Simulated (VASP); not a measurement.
The system is Cl.

```
CELL_PARAMETERS angstrom
3.14500 -2.25000 0.00000
3.14500 2.25000 0.00000
0.00000 0.00000 8.21000
ATOMIC_POSITIONS crystal
Cl 0.37000 0.63000 0.40000
Cl 0.13000 0.87000 0.90000
Cl 0.63000 0.37000 0.60000
Cl 0.87000 0.13000 0.10000
```

```yaml
Program: VASP 6.6.1
Task: relaxation of cell and atoms
Functional: PBEsol
Potentials_or_basis: VASP PAW PBE potentials, release 64 (Cl)
Cutoff: 600 eV
k_mesh: 6 × 6 × 4
Occupations: gaussian, width 0.02 eV
Spin: no spin polarisation
```

At the start: pressure -1.1 GPa; volume 29.05 Å³/atom.

Problem. Where does the relaxation end?

Solution. Over 29 steps the energy falls by 23.5 meV/atom and the volume is 27.00 Å³/atom (-7.1 %); space group Cmce (No. 64, to 0.05 Å).

The path:
```csv
step,energy change (eV),largest force (eV/Å),pressure (GPa),volume (Å³)
1,0.0000,0.3084,-1.12,116.19
2,0.0112,0.8604,1.24,112.81
3,-0.0133,0.1852,-0.18,114.72
4,-0.0208,0.1793,-0.18,113.85
5,-0.0420,0.1664,-0.12,111.24
6,-0.0703,0.1616,0.29,106.08
7,-0.0706,0.1720,0.67,103.55
8,-0.0720,0.1681,0.47,104.74
9,-0.0681,0.3315,-0.69,105.06
10,-0.0748,0.0461,0.00,104.86
11,-0.0767,0.0450,0.00,104.91
12,-0.0819,0.0422,0.00,105.03
13,-0.0890,0.0421,0.01,105.17
14,-0.0867,0.0785,0.15,105.06
15,-0.0911,0.0456,0.06,105.19
16,-0.0912,0.0481,0.07,105.18
17,-0.0918,0.0971,0.33,105.91
18,-0.0920,0.0591,0.25,105.70
19,-0.0923,0.0544,0.21,105.94
20,-0.0931,0.0396,0.10,106.65
21,-0.0934,0.0239,-0.11,108.08
22,-0.0935,0.0245,-0.04,107.65
23,-0.0936,0.0235,-0.04,107.67
24,-0.0937,0.0213,-0.03,107.73
25,-0.0940,0.0218,0.00,107.84
26,-0.0940,0.0330,0.05,108.06
27,-0.0940,0.0253,0.03,107.94
28,-0.0940,0.0224,-0.09,108.05
29,-0.0941,0.0028,-0.03,108.00
```

Final structure:
```yaml
crystal:
  lattice:
    - [3.42585, -1.96437, 0.00000]
    - [3.42585, 1.96437, 0.00000]
    - [0.00000, 0.00000, 8.02403]
  atoms:
    - { symbol: Cl, position: [0.37555, 0.62445, 0.38987] }
    - { symbol: Cl, position: [0.12445, 0.87555, 0.88987] }
    - { symbol: Cl, position: [0.62445, 0.37555, 0.61013] }
    - { symbol: Cl, position: [0.87555, 0.12445, 0.11013] }
```

Caveat: the PAW data sets were made with another functional, which shifts forces and pressure a little.
